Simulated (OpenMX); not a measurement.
## SnSe2 in OpenMX: convergence with ElectronicTemperature

Input of the first run (ElectronicTemperature 3000 K); the others differ in this setting and in those tied to it:

SnSe2.dat

```
System.CurrrentDirectory             ./
System.Name                          SnSe2
DATA.PATH                            ./DFT_DATA13
level.of.stdout                      1
level.of.fileout                     0
Species.Number                       2
<Definition.of.Atomic.Species
  Sn  Sn7.0-s3p2d1           Sn_CA13
  Se  Se7.0-s3p2d1           Se_CA13
Definition.of.Atomic.Species>

Atoms.Number                         3
Atoms.SpeciesAndCoordinates.Unit     Ang
<Atoms.SpeciesAndCoordinates
    1  Sn    0.0271000210   -0.0359812095   -0.0055960320   7.000  7.000
    2  Se    1.9011973810    1.1214902730    4.6399634320   3.000  3.000
    3  Se    0.0438855705    2.1913124268    1.5325641760   3.000  3.000
Atoms.SpeciesAndCoordinates>

Atoms.UnitVectors.Unit               Ang
<Atoms.UnitVectors
     3.8110000000    0.0000000000    0.0000000000
    -1.9055000000    3.3004228138    0.0000000000
     0.0000000000    0.0000000000    6.1360000000
Atoms.UnitVectors>

scf.XcType                           LDA
scf.SpinPolarization                 off
scf.ElectronicTemperature            3000.0
scf.energycutoff                     500.0
scf.maxIter                          100
scf.EigenvalueSolver                 band
scf.Kgrid                            7 7 5
scf.Mixing.Type                      rmm-diisk
scf.Init.Mixing.Weight               0.05
scf.Min.Mixing.Weight                0.001
scf.Max.Mixing.Weight                0.3
scf.Mixing.History                   25
scf.Mixing.StartPulay                8
scf.criterion                        1.0e-8
scf.stress.tensor                    on
MD.Type                              nomd
```

Potentials or basis: OpenMX 2013 LDA set, Sn7.0-s3p2d1, Se7.0-s3p2d1, grid cutoff 500 Ry.

The run is started by

```console
$ openmx SnSe2.dat -nt 1 > SnSe2.std
```

The cell isn't the ideal one: atoms moved at random, drawn with an rms of 0.05 Å.

Hardware: 1 thread of Arm Neoverse V1 (shared host).

```tsv
ElectronicTemperature	energy less the tightest run, at zero smearing (meV/atom)	pressure (GPa)	largest force (eV/Å)	gap on the mesh (eV)	SCF cycles	CPU time (s)	peak memory (GiB)
3000 K	9.98	3.61	1.360	0.669	18	73	1
2000 K	3.03	3.39	1.329	0.658	18	73	1
1200 K	0.45	3.32	1.316	0.653	18	73	1
800 K	0.06	3.31	1.313	0.652	18	73	1
500 K	0.00	3.31	1.313	0.651	18	73	1
300 K	0.00	3.31	1.313	0.651	18	74	1
150 K	0.00	3.31	1.313	0.651	18	74	1
75 K	0.00	3.31	1.313	0.651	18	72	1
```

Against the tightest run, the energy stays within 1 meV/atom from 1200 K on; the pressure stays within 0.1 GPa from 2000 K on; the largest force stays within 0.005 eV/Å from 1200 K on; the gap on the mesh stays within 0.01 eV from 2000 K on. The tightest run that finished is the yardstick and may itself not be fully converged.

Caveat, for the tightest run too: spin-orbit coupling is left out, which moves the levels of the heavy elements; an odd mesh through Γ misses points on the zone boundary, where band edges often lie; the basis of atomic orbitals isn't converged, which shifts pressures, moduli and gaps.
